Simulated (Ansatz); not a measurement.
## Property card for Ti3Al

These are results of Ansatz 0.2.0, DFT PBEsol, scalar-relativistic, plane waves, PAW, not measurements.

Settings: cutoff 420 eV, Γ-centred mesh 6×6×8 on the computed 8-atom cell, Gaussian smearing of 0.10 eV; no spin polarisation.

The structure is relaxed at this level of theory with its symmetry kept. Whether it is the stable form of this composition wasn't checked.

It takes space group P6_3/mmc (No. 194, hexagonal). Conventional cell: a = 5.688 Å, b = 5.688 Å, c = 4.608 Å, α = 90.00°, β = 90.00°, γ = 120.00°. Ti (site symmetry mm2) has 8 Ti at 2.79 to 2.90 Å and 4 Al at 2.81 to 2.84 Å as nearest neighbours. Al (site symmetry -6m2) has 12 Ti at 2.81 to 2.84 Å as nearest neighbours.

- Volume per atom: 16.14 Å³
- Formation energy from the elements' standard states (uncorrected): -0.286 eV/atom
- Kohn–Sham band gap: none (metal)
- Density of states at the Fermi level: 3.12 states/eV per cell
- Löwdin character within 0.5 eV of the Fermi level: Ti 3d 86 %
- Bulk modulus: 122 GPa
- Its pressure derivative: 3.7
- Bader charges (e): Ti (6 in the cell) 0.34, Al (2 in the cell) -1.01